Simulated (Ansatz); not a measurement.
# WS₂: W on a S site

The calculation used DFT PBE, scalar-relativistic, plane waves, PAW (Ansatz 0.2.0). Settings: 420 eV cutoff, 2×2×2 k-mesh, shifted by half a step, Gaussian smearing of 0.01 eV, collinear spin in charge +1, -1 alone.

Host crystal, relaxed:

```xyz
3
Lattice="1.5939 0.9202 7.4744 -1.5939 0.9202 7.4744 0.0000 -1.8404 7.4744" Properties=species:S:1:pos:R:3 pbc="T T T"
W     0.0000    0.0000    0.0152
S     0.0000    0.0000    9.0607
S     0.0000    0.0000    5.9186
```

Supercell of 48 atoms, rows in host cell vectors: 1 1 -3; 1 -3 1; -3 1 1. Atoms relax at the host's cell, keeping the symmetry that the supercell leaves at the site. The cell is small, so energies carry finite-size errors of tenths of an eV. The host's Kohn–Sham gap is 1.64 eV. Atoms are taken from and returned to the elements' standard states. Charged cells are corrected for image charges with the computed static dielectric tensor (mean 8.8) and aligned with the host's potential at far atoms (alignment terms reach 0.30 eV; the program doubts the alignment in some charges, where it is up to 0.30 eV). No band-filling term is added, and the Fermi level counts from the host's valence band top.

Spin-orbit coupling is left out, which matters for the bands and energies of heavy elements.

Defect: W on a S site set at (0.404, 0.404, 0.404) of the host cell. Before relaxation its nearest neighbours are 3 W at 2.42 Å.

```tsv
charge	E_f at the valence band top (eV)	over the neutral state (eV)	moment (μB)	largest move (Å)	atoms near the site
+1	6.17	-0.85	1.00	0.18	3 W at 2.57 Å
0	7.02	0.00	0.00	0.22	3 W at 2.58 Å
-1	7.86	0.84	3.00	0.35	3 W at 2.68 Å
```

Among the charges computed the stable one is +1 at the valence band top, changing to -1 at 0.85 eV. In charge +1, 0 the cell has partly filled bands: a level of the defect may be part filled, the carrier may sit in the host's bands, or levels may cross between the k points, so transitions that involve it are doubtful. Other sites of the defect weren't tried.